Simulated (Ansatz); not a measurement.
Crystal: Tc.

```
Tc
1.0
     2.74000    0.00000    0.00000
    -1.37000    2.37291    0.00000
     0.00000    0.00000    4.39800
Tc
2
Direct
  0.66667 0.33333 0.75000
  0.33333 0.66667 0.25000
```

- Program: Ansatz 0.2.0
- Task: relaxation of cell and atoms
- Functional: PBEsol
- Potentials or basis: Ansatz PAW earlier set
- Cutoff: 500 eV (not typed: the program's choice for these potentials)
- k mesh: 11 × 11 × 6
- Occupations: fermi-dirac, width 0.05 eV
- Spin: no spin polarisation

At the start: volume 14.30 Å³/atom.

Problem. Where does the relaxation end?

Solution. It ends after 4 steps and the volume is 14.00 Å³/atom (-2.1 %); space group P6_3/mmc (No. 194, to 0.05 Å).

The path:
| step | energy change (eV) | largest force (eV/Å) | volume (Å³) |
| --- | --- | --- | --- |
| 1 | 0.0000 | 0.0000 | 28.59 |
| 2 | -0.0124 | 0.0000 | 28.03 |
| 3 | -0.0125 | 0.0000 | 28.00 |
| 4 | -0.0124 | 0.0000 | 28.00 |

Final structure:
```yaml
crystal:
  lattice:
    - [2.72109, 0.00000, 0.00000]
    - [-1.36055, 2.35654, 0.00000]
    - [0.00000, 0.00000, 4.36673]
  atoms:
    - { symbol: Tc, position: [0.66667, 0.33333, 0.75000] }
    - { symbol: Tc, position: [0.33333, 0.66667, 0.25000] }
```

Caveat: the plane-wave basis is chosen anew once the cell has moved, so the energies of steps on either side of that aren't comparable; the PAW data sets come from PBE, with cores solved anew for the run's functional, which leaves a small shift of forces and pressure.
